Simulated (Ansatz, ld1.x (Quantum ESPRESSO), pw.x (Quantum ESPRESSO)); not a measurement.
# pw.x on fcc Ta: one setting changed

Potential: PAW, ld1.x (Quantum ESPRESSO) 7.5, PBE; core [Xe] 4f14, reference 5d3 6s1 6p0; waves: 6s (bound): rcut 1.95, rcutus 2.50 bohr; 6s channel at 0.05 Ry: rcut 1.95, rcutus 2.50 bohr; 6p (bound, empty): rcut 2.30, rcutus 2.70 bohr; 6p channel at 2.55 Ry: rcut 2.30, rcutus 2.70 bohr; 5d (bound): rcut 2.00, rcutus 2.45 bohr; 5d channel at -0.3 Ry: rcut 2.00, rcutus 2.45 bohr; local part: all-electron potential smoothed inside 2.40 bohr (lloc = -2); core correction: Bessel-smoothed model core inside 1.75 bohr; augmentation: GAUSS, radius 2.10 bohr.

The reference run (k-mesh 13³, cutoffs 40/320 Ry, Fermi–Dirac 0.01 Ry, mixing_beta 0.4, conv_thr 1e-9, no spin) gives -1.64 GPa at 18.931 Å³/atom, where all-electron LAPW gives -0.85 GPa. This run, with its own iteration cap, changes degauss to 0.002.

```
&control
  calculation='scf', prefix='x', pseudo_dir='./', outdir='./tmp', tstress=.true., disk_io='none'
/
&system
  ibrav=0, nat=1, ntyp=1, ecutwfc=40, ecutrho=320, nbnd=9,
  occupations='smearing', smearing='fd', degauss=0.002
/
&electrons
  conv_thr=1e-09, mixing_beta=0.4, electron_maxstep=50
/
ATOMIC_SPECIES
Ta 1.0 Ta.UPF
CELL_PARAMETERS angstrom
  0.00000000 2.11534489 2.11534489
  2.11534489 0.00000000 2.11534489
  2.11534489 2.11534489 0.00000000
ATOMIC_POSITIONS crystal
Ta 0.0000 0.0000 0.0000
K_POINTS automatic
13 13 13 0 0 0
```

```bash
pw.x < Ta.scf.in > Ta.scf.out
```

Task: How does the run end?

Result: It converges in 9 iterations; the free energy moves by +32.7 meV/atom and the pressure by -0.24 GPa. In a metal, with Fermi–Dirac smearing, F lies below its zero-width value by a term in the square of the width.

```
Message from routine setup:
     using ibrav=0 with symmetry is DISCOURAGED, use correct ibrav instead
     lattice parameter (alat)  =       5.6532  a.u.
     unit-cell volume          =     127.7527 (a.u.)^3
     number of electrons       =         5.00
     number of Kohn-Sham states=            9
     kinetic-energy cutoff     =      40.0000  Ry
     charge density cutoff     =     320.0000  Ry
     scf convergence threshold =      1.0E-09
     Exchange-correlation= SLA  PW   PBX  PBC
     number of k points=    84  Fermi-Dirac smearing, width (Ry)=  0.0020
     iteration #  1     ecut=    40.00 Ry     beta= 0.40
     total energy              =    -636.16350337 Ry
     estimated scf accuracy    <       0.20220931 Ry
     iteration #  2     ecut=    40.00 Ry     beta= 0.40
     total energy              =    -636.13920414 Ry
     estimated scf accuracy    <       0.04785935 Ry
     iteration #  3     ecut=    40.00 Ry     beta= 0.40
     total energy              =    -636.14716711 Ry
     estimated scf accuracy    <       0.00062760 Ry
     [... 3 iterations left out ...]
     iteration #  7     ecut=    40.00 Ry     beta= 0.40
     total energy              =    -636.14738993 Ry
     estimated scf accuracy    <       0.00000018 Ry
     iteration #  8     ecut=    40.00 Ry     beta= 0.40
     total energy              =    -636.14738994 Ry
     estimated scf accuracy    <          9.7E-09 Ry
     iteration #  9     ecut=    40.00 Ry     beta= 0.40
     the Fermi energy is    11.5435 ev
!    total energy              =    -636.14738995 Ry
     estimated scf accuracy    <          3.0E-10 Ry
     smearing contrib. (-TS)   =      -0.00016559 Ry
     The total energy is F=E-TS. E is the sum of the following terms:
     one-electron contribution =       8.89455843 Ry
     hartree contribution      =       0.05303743 Ry
     xc contribution           =     -24.99662672 Ry
     ewald contribution        =     -14.33693234 Ry
     one-center paw contrib.   =    -605.76126116 Ry
     convergence has been achieved in   9 iterations
          total   stress  (Ry/bohr**3)                   (kbar)     P=      -18.85
     Message from routine punch:
     Nothing written, as per user request (disk_io='none')
```

The run took about 11 s on one core of a shared host (Neoverse-V1, 32 threads, 247 GiB, load 14).
